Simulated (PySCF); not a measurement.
Simulated C 1s region for `c1c[nH+]c[nH]1`, binding energy against the vacuum level.

Every computed line was given a Gaussian of 0.4 eV full width at half maximum and an area set by the number of equivalent atoms; the highest printed point is 100. Computed with PySCF 2.14.0, delta-SCF UKS SCAN, pcX-2 on the ionised atom, pcseg-1 elsewhere, spin-free X2C.

(binding energy (eV), intensity): (296.7, 0), (296.8, 1), (296.9, 6), (297.0, 21), (297.1, 50), (297.2, 84), (297.3, 100), (297.4, 84), (297.5, 50), (297.6, 21), (297.7, 6), (297.8, 1), (297.9, 0), (298.0, 0), (298.1, 0), (298.2, 1), (298.3, 4), (298.4, 12), (298.5, 27), (298.6, 43), (298.7, 50), (298.8, 41), (298.9, 23), (299.0, 9), (299.1, 3), (299.2, 1)

Q: Count the maxima, the lines and the sites behind this envelope.

A: The curve has 2 maxima (at 297.3 and 298.7 eV). Under it lie 2 lines from 2 inequivalent carbon sites.

Q: Decompose the envelope and assign each component. Numbering: `[cH:1]1[cH:2][nH+:3][cH:4][nH:5]1`.

A: 
```
position (eV)  relative area  line  atoms                          environment
       297.30              2  C 1s  C1/C2  aromatic CH next to a ring nitrogen
       298.69              1  C 1s     C4  aromatic CH next to a ring nitrogen
```

Lowest listed C 1s: C1/C2, bonded to N (aromatic in the SMILES), C (aromatic in the SMILES) and H. Highest, 1.39 eV above it: C4, bonded to 2 N (aromatic in the SMILES) and H. Summing the Pauling electronegativity differences to the bonded atoms, each weighted by its formal bond order, gives +0.39 for the lowest site and +1.12 for the highest.

The curve has no shake-up lines and no vibrational structure. Atoms equivalent by their bonding share one computed value, that of the first of them. The species carries charge +1, so core ionisation leaves charge +2. Geometry: GFN2-xTB; no solvent, vibrations or thermal averaging.
